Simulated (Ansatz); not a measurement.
# TlBr: the cost of one run

Program: Ansatz 0.2.0. Level of theory: DFT PBE+D3(BJ), scalar-relativistic, plane waves, PAW. These are calculated values, not measurements.

1 further run of the same task is left out (set aside as unsound or not needed).

**1. Starting point**

It takes space group Pm-3m (No. 221, cubic). Conventional cell: a = 3.980 Å, b = 3.980 Å, c = 3.980 Å, α = 90.00°, β = 90.00°, γ = 90.00°. Tl (site symmetry m-3m) is surrounded by 8 Br at 3.45 Å. Br (site symmetry m-3m) has 8 Tl at 3.45 Å as nearest neighbours.

As a file:

```cif
data_structure
_symmetry_space_group_name_H-M 'P 1'
_symmetry_Int_Tables_number 1
_cell_length_a 3.9800
_cell_length_b 3.9800
_cell_length_c 3.9800
_cell_angle_alpha 90.000
_cell_angle_beta 90.000
_cell_angle_gamma 90.000
_cell_volume 63.04
loop_
_atom_site_label
_atom_site_type_symbol
_atom_site_fract_x
_atom_site_fract_y
_atom_site_fract_z
_atom_site_occupancy
Tl1 Tl 0.00000 0.00000 0.00000 1
Br1 Br 0.50000 0.50000 0.50000 1
```

This cell was relaxed beforehand with the same method: volume 31.52 Å³/atom, gap on the mesh 1.86 eV.

**2. Static run: bands, density of states and charges**

File input.yaml:

```yaml
crystal:
  lattice:
    - [3.98, 0.0, 0.0]
    - [0.0, 3.98, 0.0]
    - [0.0, 0.0, 3.98]
  atoms:
    - { symbol: Tl, position: [0.0, 0.0, 0.0] }
    - { symbol: Br, position: [0.5, 0.5, 0.5] }
basis:
  ecutwfc: 420
kpoints:
  mp_grid: { grid: [8, 8, 8] }
  band_path:
    path:
      - [[0.0, 0.0, 0.0], [0.0, 0.5, 0.0], [0.5, 0.5, 0.0], [0.0, 0.0, 0.0], [0.5, 0.5, 0.5], [0.0, 0.5, 0.0]]
      - [[0.5, 0.5, 0.5], [0.5, 0.5, 0.0]]
    npoints: 14
hamiltonian:
  xc: pbe
  dispersion: d3bj
scf:
  occupations: { method: gaussian, width: 0.02 }
  n_extra_bands: 6
output:
  forces: true
  stress: true
  eigenvalues: true
  populations: true
  dos: { projected: true, de: 0.02, nscf_kmesh: { grid: [12, 12, 12] } }
  bader: true
  write_density: true
  write_potential: true
  elf: true
  volumetric_format: npy
```

Started as:

```
$ ansatz run input.yaml --threads 1 --pin off --max-ram 2560MiB --backend cpu --events-out ev --progress --plain --runs-dir out
```

What time and memory should one allow on 1 thread of Intel Xeon 6975P-C (Granite Rapids), shared host?

About 12 s, with a peak of 0.38 GiB.
